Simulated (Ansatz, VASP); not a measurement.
## CdSe (Cadmoselite): VASP beside Ansatz

One calculation is typed for both programs; each brings its own data sets and cutoff. How far apart do they land? The cell is taken from a series of VASP runs on this material, whose earlier steps may have relaxed, scaled or displaced it; both programs get it as it stands.

Method: plane waves, with VASP 6.6.1 beside it; band structure at PBE with D3(BJ), single point at PBE with D3(BJ) and band structure at PBE with D3(BJ), spin-orbit coupling, in Ansatz 0.2.0.

## Step 1: The starting structure

The structure is hexagonal, space group P6_3mc (No. 186). The conventional cell has a = 4.320 Å, b = 4.320 Å, c = 7.059 Å, α = 90.00°, β = 90.00°, γ = 120.00°. Cd has 4 Se at 2.64 to 2.65 Å nearest. Nearest to Se lie 4 Cd at 2.64 to 2.65 Å. Farther neighbours and most contacts between anions are not listed.

## Step 2: VASP: band structure, PBE with D3(BJ)

Levels along a path test the potential and the projectors away from the mesh points.

Lines of VASP's logs that name or quote its potential files are left out, and so is its time.

File INCAR:

```
SYSTEM = CdSe
PREC = Accurate
ENCUT = 400
EDIFF = 1E-06
NELM = 100
ISMEAR = 0
SIGMA = 0.05
LREAL = .FALSE.
ALGO = Normal
GGA = PE
IVDW = 12
NBANDS = 32
LORBIT = 11
LWAVE = .FALSE.
LCHARG = .FALSE.
KPAR = 4
```

File POSCAR:

```
CdSe
1.0
    4.3200884141      0.0000000000      0.0000000000
   -2.1600442071      3.7413063133      0.0000000000
    0.0000000000      0.0000000000      7.0588829386
Cd Se
2 2
Direct
    0.3333333333      0.6666666667      0.0007183513
    0.6666666667      0.3333333333      0.5007183513
    0.3333333333      0.6666666667      0.3760716487
    0.6666666667      0.3333333333      0.8760716487
```

File KPOINTS:

```
Automatic mesh
0
Gamma
6 6 3
0 0 0
```

File KPOINTS_OPT:

```
Line mode
16
Line-mode
Reciprocal
  0.00000000   0.00000000   0.00000000 GAMMA
  0.50000000   0.00000000   0.00000000 M

  0.50000000   0.00000000   0.00000000 M
  0.33333333   0.33333333   0.00000000 K

  0.33333333   0.33333333   0.00000000 K
  0.00000000   0.00000000   0.00000000 GAMMA

  0.00000000   0.00000000   0.00000000 GAMMA
  0.00000000   0.00000000   0.50000000 A

  0.00000000   0.00000000   0.50000000 A
  0.50000000   0.00000000   0.50000000 L

  0.50000000   0.00000000   0.50000000 L
  0.33333333   0.33333333   0.50000000 H

  0.33333333   0.33333333   0.50000000 H
  0.00000000   0.00000000   0.50000000 A

  0.50000000   0.00000000   0.50000000 L
  0.50000000   0.00000000   0.00000000 M

  0.33333333   0.33333333   0.00000000 K
  0.33333333   0.33333333   0.50000000 H
```

The projector-augmented-wave data sets are Cd and Se (PBE family, release 64).

The run is started by

```sh
$ mpirun -np 4 vasp_std
```

Numbers of over 12 decimals in the logs are rounded to 6 here.

The program printed:

```text
[banner, memory and clock lines left out]
running    4 mpi-ranks, on    1 nodes
 distrk:  each k-point on    1 cores,    4 groups
 distr:  one band on    1 cores,    1 groups

 POSCAR found type information on POSCAR CdSe
 POSCAR found :  2 types and       4 ions
 LDA part: xc-table for (Slater+PW92), standard interpolation
 POSCAR, INCAR and KPOINTS ok, starting setup
 FFT: planning ... GRIDC
 FFT: planning ... GRID_SOFT
 FFT: planning ... GRID
 WAVECAR not read
 entering main loop
       N       E                     dE             d eps       ncg     rms          rms(c)
DAV:   1     0.210169072417E+03    0.21017E+03   -0.14466E+04   896   0.821E+02
DAV:   2    -0.174591686842E+01   -0.21191E+03   -0.20328E+03  1016   0.245E+02
DAV:   3    -0.116489081003E+02   -0.99030E+01   -0.98569E+01  1096   0.538E+01
DAV:   4    -0.117026080936E+02   -0.53700E-01   -0.53695E-01   928   0.398E+00
DAV:   5    -0.117029403148E+02   -0.33222E-03   -0.33222E-03  1112   0.280E-01    0.861E+00
DAV:   6    -0.109787212767E+02    0.72422E+00   -0.91940E-01  1080   0.874E+00    0.686E+00
DAV:   7    -0.109421775906E+02    0.36544E-01   -0.44544E-01  1048   0.296E+00    0.253E+00
DAV:   8    -0.109415315436E+02    0.64605E-03   -0.41444E-02  1016   0.172E+00    0.399E-01
DAV:   9    -0.109418274162E+02   -0.29587E-03   -0.48780E-03  1024   0.674E-01    0.874E-02
DAV:  10    -0.109419468033E+02   -0.11939E-03   -0.56730E-04  1064   0.226E-01    0.621E-02
DAV:  11    -0.109420538092E+02   -0.10701E-03   -0.18030E-04   992   0.621E-02    0.250E-02
DAV:  12    -0.109420562336E+02   -0.24245E-05   -0.49121E-06  1080   0.170E-02    0.782E-03
DAV:  13    -0.109420580706E+02   -0.18370E-05   -0.46413E-06   888   0.118E-02    0.249E-03
DAV:  14    -0.109420581831E+02   -0.11243E-06   -0.11545E-07   792   0.163E-03
   1 F= -.12196721E+02 E0= -.12196721E+02  d E =-.357022E-12
 Start KPOINTS_OPT (optional k-point list driver)
k-point batch [1-14\144]
       N       E                     dE             ncg
DAV:   1     0.393935099398E+03   -0.43375E+04      912
DAV:   2    -0.253803540255E+04   -0.29320E+04     1024
DAV:   3    -0.267266616786E+04   -0.13463E+03     1088
DAV:   4    -0.267345599643E+04   -0.78983E+00      920
DAV:   5    -0.267346119037E+04   -0.51939E-02     1104
DAV:   6    -0.267346126011E+04   -0.69734E-04      960
DAV:   7    -0.267346126141E+04   -0.13027E-05      992
DAV:   8    -0.267346126146E+04   -0.49772E-07      632
[...]
k-point batch [141-144\144]
       N       E                     dE             ncg
DAV:   1     0.996900747088E+04   -0.39894E+04      264
DAV:   2     0.916491937265E+04   -0.80409E+03      288
DAV:   3     0.912947875464E+04   -0.35441E+02      320
DAV:   4     0.912929004130E+04   -0.18871E+00      280
DAV:   5     0.912928888652E+04   -0.11548E-02      320
DAV:   6     0.912928887216E+04   -0.14354E-04      296
DAV:   7     0.912928887192E+04   -0.24218E-06      288
```

Parts of OUTCAR (step 2):

```text
ion  position               nearest neighbor table
   1  0.333  0.667  0.001-   4 2.64   4 2.64   4 2.64   3 2.65
   2  0.667  0.333  0.501-   3 2.64   3 2.64   3 2.64   4 2.65
   3  0.333  0.667  0.376-   2 2.64   2 2.64   2 2.64   1 2.65
   4  0.667  0.333  0.876-   1 2.64   1 2.64   1 2.64   2 2.65

  LATTYP: Found a hexagonal cell.
 ALAT       =     4.3200884141
 C/A-ratio  =     1.6339672391

 Subroutine GETGRP returns: Found 12 space group operations
 (whereof  6 operations were pure point group operations)

The static configuration has the point symmetry C_3v.
 The point group associated with its full space group is C_6v.

 Found     14 irreducible k-points:

   k-points           NKPTS =     14   k-points in BZ     NKDIM =     14   number of bands    NBANDS=     32

   dimension x,y,z NGX =    28 NGY =   28 NGZ =   48
   dimension x,y,z NGXF=    56 NGYF=   56 NGZF=   96

   ENCUT  =  400.0 eV  29.40 Ry    5.42 a.u.   7.04  7.04 11.51*2*pi/ulx,y,z

   NELECT =      36.0000    total number of electrons

 k-points in reciprocal lattice and weights: Automatic mesh
   0.00000000  0.00000000  0.00000000       0.009
   0.16666667  0.00000000  0.00000000       0.056
   0.33333333 -0.00000000  0.00000000       0.056
   0.50000000  0.00000000  0.00000000       0.028
   0.16666667  0.16666667  0.00000000       0.056
   0.33333333  0.16666667  0.00000000       0.111
   0.33333333  0.33333333  0.00000000       0.019
   0.00000000  0.00000000  0.33333333       0.019
   0.16666667  0.00000000  0.33333333       0.111
[...]
0.33333333  0.16666667  0.33333333       0.222
   0.33333333  0.33333333  0.33333333       0.037

 average (electrostatic) potential at core
       1 -40.0629       2 -40.0629       3 -56.5213       4 -56.5213

 E-fermi :   1.0718

 k-point     1 :       0.0000    0.0000    0.0000
  band No.  band energies     occupation
    ...
     14       0.0978      2.00000
     15       0.0978      2.00000
     16       0.7889      2.00000
     17       0.8421      2.00000
     18       0.8421      2.00000
     19       1.4713      0.00000
     20       3.0367      0.00000
     21       6.7003      0.00000
     22       6.7003      0.00000
     23       6.9657      0.00000
    ...

 k-point     2 :       0.1667    0.0000    0.0000
  band No.  band energies     occupation
    ...
     14      -0.9253      2.00000
     15      -0.5522      2.00000
     16      -0.2142      2.00000
     17       0.5877      2.00000
     18       0.6536      2.00000
     19       2.7901      0.00000
     20       3.9800      0.00000
     21       6.0837      0.00000
     22       7.0567      0.00000
     23       7.0577      0.00000
    ...

 k-point     3 :       0.3333   -0.0000    0.0000
  band No.  band energies     occupation
    ...
     14      -2.1692      2.00000
     15      -1.7546      2.00000
     16      -0.7378      2.00000
     17       0.0062      2.00000
     18       0.2817      2.00000
     19       3.7872      0.00000
     20       4.2869      0.00000
     21       5.8892      0.00000
     22       6.6409      0.00000
     23       7.3250      0.00000
    ...

 Edisp (eV)   -1.25466

  Total      -0.00058    -0.00058     0.00185     0.00000     0.00000     0.00000
  in kB      -0.00814    -0.00814     0.02600     0.00000     0.00000     0.00000
  external pressure =        0.00 kB  Pullay stress =        0.00 kB

  energy-cutoff  :      400.00
  volume of cell :      114.09
      direct lattice vectors                 reciprocal lattice vectors
     4.320088414  0.000000000  0.000000000     0.231476744  0.133643160  0.000000000
    -2.160044207  3.741306313  0.000000000     0.000000000  0.267286321  0.000000000
     0.000000000  0.000000000  7.058882939     0.000000000  0.000000000  0.141665474

 POSITION                                       TOTAL-FORCE (eV/Angst)
 -----------------------------------------------------------------------------------
     -0.00000      2.49420      0.00507         0.000000      0.000000      0.002731
      2.16004      1.24710      3.53451        -0.000000      0.000000      0.002731
     -0.00000      2.49420      2.65465         0.000000     -0.000000     -0.002731
      2.16004      1.24710      6.18409        -0.000000      0.000000     -0.002731
 -----------------------------------------------------------------------------------
    total drift:                               -0.000000      0.000000     -0.000870

  FREE ENERGIE OF THE ION-ELECTRON SYSTEM (eV)
  ---------------------------------------------------
  free  energy   TOTEN  =       -12.1967211749 eV

  energy  without entropy=      -12.1967211749  energy(sigma->0) =      -12.19672117

 total charge
# of ion       s       p       d       tot
------------------------------------------
    1        0.441   0.307   9.552  10.300
    2        0.441   0.307   9.552  10.300
    3        1.443   2.393   0.021   3.857
    4        1.443   2.393   0.021   3.857
--------------------------------------------------
tot          3.770   5.399  19.146  28.314

[... 3 further parts left out ...]
```

Spin-orbit coupling is off here; it would split degenerate levels, and it lifts a valence top of Se p states by about 0.1 eV.

## Step 3: Ansatz: band structure, PBE with D3(BJ)

Ansatz runs on its default PAW (the set named soft_2) files.

The same cell, functional, mesh and smearing now go to Ansatz, which takes its cutoff from its data sets.

File input.yaml:

```yaml
crystal:
  lattice:
    - [4.3200884141, 0.0, 0.0]
    - [-2.1600442071, 3.7413063133, 0.0]
    - [0.0, 0.0, 7.0588829386]
  atoms:
    - { symbol: Cd, position: [0.3333333333, 0.6666666667, 0.0007183513] }
    - { symbol: Cd, position: [0.6666666667, 0.3333333333, 0.5007183513] }
    - { symbol: Se, position: [0.3333333333, 0.6666666667, 0.3760716487] }
    - { symbol: Se, position: [0.6666666667, 0.3333333333, 0.8760716487] }
hamiltonian:
  xc: pbe
  pseudopotentials: { kind: paw }
  dispersion: d3bj
kpoints:
  mp_grid: { grid: [6, 6, 3] }
  band_path:
    path:
      - [0.0, 0.0, 0.0]
      - [0.13333, 0.0, 0.0]
      - [0.3, 0.0, 0.0]
      - [0.46667, 0.0, 0.0]
      - [0.46667, 0.06667, 0.0]
      - [0.41111, 0.17778, 0.0]
      - [0.35556, 0.28889, 0.0]
      - [0.28889, 0.28889, 0.0]
      - [0.17778, 0.17778, 0.0]
      - [0.06667, 0.06667, 0.0]
      - [0.0, 0.0, 0.03333]
      - [0.0, 0.0, 0.2]
      - [0.0, 0.0, 0.36667]
      - [0.0, 0.0, 0.5]
      - [0.16667, 0.0, 0.5]
      - [0.3, 0.0, 0.5]
      - [0.46667, 0.0, 0.5]
      - [0.46667, 0.06667, 0.5]
      - [0.41111, 0.17778, 0.5]
      - [0.35556, 0.28889, 0.5]
      - [0.28889, 0.28889, 0.5]
      - [0.17778, 0.17778, 0.5]
      - [0.06667, 0.06667, 0.5]
      - [0.5, 0.0, 0.46667]
      - [0.5, 0.0, 0.3]
      - [0.5, 0.0, 0.13333]
      - [0.33333, 0.33333, 0.0]
      - [0.33333, 0.33333, 0.16667]
      - [0.33333, 0.33333, 0.33333]
      - [0.33333, 0.33333, 0.5]
    npoints: 1
scf:
  occupations: { method: gaussian, width: 0.05 }
  n_extra_bands: 8
output:
  forces: true
  stress: true
  eigenvalues: true
  write_density: true
  write_potential: true
  elf: true
  volumetric_format: npy
```

The run is started by

```sh
$ ansatz run input.yaml --threads 2 --pin off --max-ram 4608MiB --backend cpu --events-out ev --progress --plain --runs-dir out
```

The program printed:

```text
scf.n_extra_bands = 8 over 36 filled bands (N_el = 72.0): the run solves 44 bands
Engine: ansatz 0.2.0, aarch64-unknown-linux-gnu
Pseudopotentials: kind: paw
Pseudopotential: Cd, paw, valence charge 20, recommended cutoff 420 eV (normal), Cd.paw.azcp
Pseudopotential: Se, paw, valence charge 16, recommended cutoff 420 eV (normal), Se.paw.azcp
Functional definition: PBE
  parameter kappa = 0.804
  parameter beta = 0.066725
  exchange = pbe_x(kappa = kappa, mu = beta*pi^2/3)
  correlation = pbe_c(beta = beta)
Crystal: 4 atoms, lattice volume = 114.091 Å³
Basis set: ecut = 420 eV, 2249 PW (Γ), exchange–correlation on 60×60×96 points (8 copies of the dense FFT grid, shifted against one another)
Bands: 44, of which v1, the nominal top of the filled ones, is band 36 counted from 1 (35 counted from 0)
Symmetry: 12 space group operations
Space group: P63mc (ITA 186), of the structure as read, at distance tolerance 4.9e-5 Å
k-points: 14 of 108 (time reversal used)
Non-local potential: Cd, projectors of the file, l = 0: 3, l = 1: 2, l = 2: 2, l = 3: 1
Non-local potential: Se, projectors of the file, l = 0: 2, l = 1: 2, l = 2: 3, l = 3: 1
PAW form: soft (Blöchl's): semilocal exchange-correlation on the pseudo side does not see the compensation charge
PAW one-centre angular grid: Cd, 590 points (default); XC on 64 Gauss nodes
PAW one-centre angular grid: Se, 590 points (default); XC on 64 Gauss nodes
Initial density: superposition of atomic densities (neutral atoms: chi_scale 0, normalization atom), corrected by the library's trained network
Initial wavefunctions: pseudopotential atomic-orbital guess
Functional: x = pbe(κ = 0.804, μ = 0.219515), c = pbe(β = 0.066725)
SCF iter   1: F=—  HF=-27450.805261 eV  |F-HF|=—  |Δ(HF+E_count)|=         —  Δρ=8.35e-4  dr2=1.61e-3  ethr=1.77e-3  ⟨swp⟩=6.3  Hψ=2247  notcnv=0  defer=13
preconditioner: auto → Resta (q_TF=auto, 2.527 Å⁻¹)  ε∞=4.0  [insulator: Δε(μ)=0.620 eV  Ē_g=12.084 eV  σ=0.050 eV  W_gap=1.00  n_scr=34 (ndim 8)  ℏωp=20.9 eV  f_vac=0.206  D(μ)=0.00/eV (n_scr^D=0)  ε∞_Penn≈4.0]
SCF iter   2: F=—  HF=-27450.806381 eV  |F-HF|=—  |Δ(HF+E_count)|=   1.12e-3  Δρ=4.84e-4  dr2=4.88e-4  ethr=2.23e-6  ⟨swp⟩=2.0  Hψ=980  notcnv=0  defer=18
SCF iter   3: F=—  HF=-27450.806442 eV  |F-HF|=—  |Δ(HF+E_count)|=   6.16e-5  Δρ=2.20e-4  dr2=4.06e-5  ethr=6.78e-7  ⟨swp⟩=2.0  Hψ=827  notcnv=0  defer=18
SCF iter   4: F=—  HF=-27450.806421 eV  |F-HF|=—  |Δ(HF+E_count)|=   2.15e-5  Δρ=9.65e-5  dr2=1.14e-5  ethr=5.64e-8  ⟨swp⟩=2.6  Hψ=1059  notcnv=0  defer=18
SCF iter   5: F=—  HF=-27450.806436 eV  |F-HF|=—  |Δ(HF+E_count)|=   1.55e-5  Δρ=3.53e-5  dr2=2.18e-6  ethr=1.59e-8  ⟨swp⟩=2.0  Hψ=825  notcnv=0  defer=18
SCF iter   6: F=-27450.806438 eV  HF=-27450.806438 eV  |F-HF|=1.92e-7  |Δ(HF+E_count)|=   1.65e-6  Δρ=9.61e-6  dr2=9.67e-8  ethr=1.39e-10  ⟨swp⟩=10.6  Hψ=4251  notcnv=0
SCF 1 converged in 6 iterations: F = -27450.806438 eV  dr2 = 9.67e-8
  greatest PAW one-centre occupation: 1.000 electrons in one spin orbital (limit 2), on the Cd atom at site 1 (counted from 0), in its partial waves of l = 0
NSCF: frozen V_eff on 30 k-points
SCF converged after 6 iterations
Free energy (F): -27450.806438 eV
Harris-Foulkes:  -27450.806438 eV  (|F-HF|=1.92e-7)
Internal energy: -27450.806438 eV  (E = F + TS)
E sigma→0 (E₀):  -27450.806438 eV
Fermi energy:    7.603003 eV
--- Per-component energies (eV) ---
  E_band       = -1791.717949
  E_kinetic    = 1247.502169
  E_local      = -12839.911312  (includes V_loc(G=0)·N_el)
  E_nonlocal   = -1124.592331
  E_hartree    = 6103.786737
  E_xc         = -562.074663
  E_vxc        = -639.838052  (∫ρ·V_xc dr)
  E_paw        = -11989.360104  (= ΣΔE_a)
  E_vpaw       = -642.459708  (= ΣTr[D̂ρ^β])
  E_aug_tail   = -0.001163  (compensation charges beyond the density's cutoff)
  E_ewald      = -8284.900793
  E_disp       = -1.254979  (pairwise vdW)
  E_smearing   = -0.000000  (= −TS)
  E_closure    = -0.000000  (closes the sum)
  Σ components = -27450.806438   (vs F -27450.806438, Δ=0.00e0)
--- Forces (eV/Å), atoms counted from 1 ---
  atom   1  Cd    -0.00000000     0.00000000     0.00188304
  atom   2  Cd     0.00000000    -0.00000000     0.00188304
  atom   3  Se     0.00000000     0.00000000    -0.00187269
  atom   4  Se     0.00000000    -0.00000000    -0.00187269
  max |Σ_I F_I| component: 2.07e-5 eV/Å
--- Stress (GPa, compression-positive) ---
        0.071642       0.000000      -0.000000
        0.000000       0.071642       0.000000
       -0.000000       0.000000       0.071759
  P = ⅓ Tr σ = 0.0717 GPa (0.717 kbar)
--- Band table (eV; the first three rows and the last of 14) ---
  k-point 0: bands = [... 32 lower, 6.5434, 7.2322, 7.2855, 7.2855, 7.9178, 9.4867, 13.1574, 13.1574, ... 4 higher]
  k-point 1: bands = [... 32 lower, 6.7169, 6.7169, 7.0868, 7.0868, 9.2954, 9.6247, 12.8931, 13.3228, ... 4 higher]
  k-point 2: bands = [... 32 lower, 5.8966, 6.2326, 7.0318, 7.0977, 9.2322, 10.4271, 12.5319, 13.5087, ... 4 higher]
  k-point 13: bands = [... 32 lower, 4.5983, 5.2526, 5.9974, 5.9974, 11.2764, 11.2764, 12.3205, 13.5754, ... 4 higher]
```

Wall time 15 s (2 threads of Arm Neoverse N1, shared host); peak memory 0.41 GiB; 27 s of CPU time.

## Step 4: Differences

Known differences besides the potentials themselves: the data sets hold 72 valence electrons in Ansatz (default PAW (the set named soft_2) files) and 36 in VASP; the cutoff is 420 eV in Ansatz and 400 eV in VASP; VASP leaves aspherical gradient terms in its spheres out (LASPH is not set), Ansatz keeps them. Total energies have different zeros and are not compared.

The two programs side by side:

```tsv
quantity	Ansatz	VASP	difference
pressure (GPa)	0.07	0.00	+0.07
gap over the path points (eV)	0.632	0.629	+0.003
```

Levels at points of the path, from each program's valence-band top (eV; 4 filled, then empty):

```tsv
k (reciprocal lattice)	Ansatz	VASP
0.000 0.000 0.000	-0.74 -0.05 0.00 0.00 0.63 2.20 5.87	-0.74 -0.05 0.00 0.00 0.63 2.19 5.86
0.133 0.000 0.000	-1.08 -0.95 -0.18 -0.12 1.66 2.90 5.38	-1.08 -0.96 -0.18 -0.12 1.67 2.90 5.37
0.300 0.000 0.000	-2.44 -1.48 -0.70 -0.49 2.81 3.48 5.11	-2.45 -1.49 -0.70 -0.49 2.81 3.47 5.11
0.467 0.000 0.000	-2.61 -1.80 -1.28 -0.73 3.17 3.35 4.79	-2.62 -1.80 -1.28 -0.73 3.17 3.34 4.78
0.467 0.067 0.000	-2.59 -1.89 -1.32 -0.84 3.32 3.52 4.74	-2.60 -1.90 -1.33 -0.84 3.32 3.51 4.73
0.411 0.178 0.000	-2.65 -2.14 -1.46 -1.27 3.94 4.33 4.53	-2.66 -2.15 -1.46 -1.28 3.95 4.32 4.51
0.356 0.289 0.000	-2.94 -1.97 -1.70 -1.61 4.27 4.58 4.79	-2.94 -1.98 -1.71 -1.61 4.26 4.58 4.79
0.289 0.289 0.000	-2.82 -2.14 -1.53 -1.52 4.34 4.39 4.82	-2.83 -2.14 -1.54 -1.53 4.33 4.39 4.83
0.178 0.178 0.000	-2.48 -1.77 -0.77 -0.70 3.13 4.19 5.14	-2.49 -1.77 -0.77 -0.70 3.13 4.18 5.14
0.067 0.067 0.000	-1.02 -0.81 -0.15 -0.11 1.51 2.77 5.47	-1.02 -0.81 -0.15 -0.11 1.51 2.77 5.46
```

Among the levels compared at these points, filled levels agree within 9 meV and empty ones within 14 meV. Ansatz's pressure holds a Pulay correction of 0.03 GPa; VASP's holds none.

(Continued in part 2 of 2.)

[Lines on the potential files, build, host, timing and source positions are cut from VASP's logs without a mark.]

[Logs are printed without paths, hosts, clocks, repeated set-up lines and the standing remarks that a program may print on its own settings, such as how far it seeks lower states.]

[Hosts, paths, dates, database ids (printed as entryN), source tags and the programs' standing remarks are cut or masked in the printed files.]
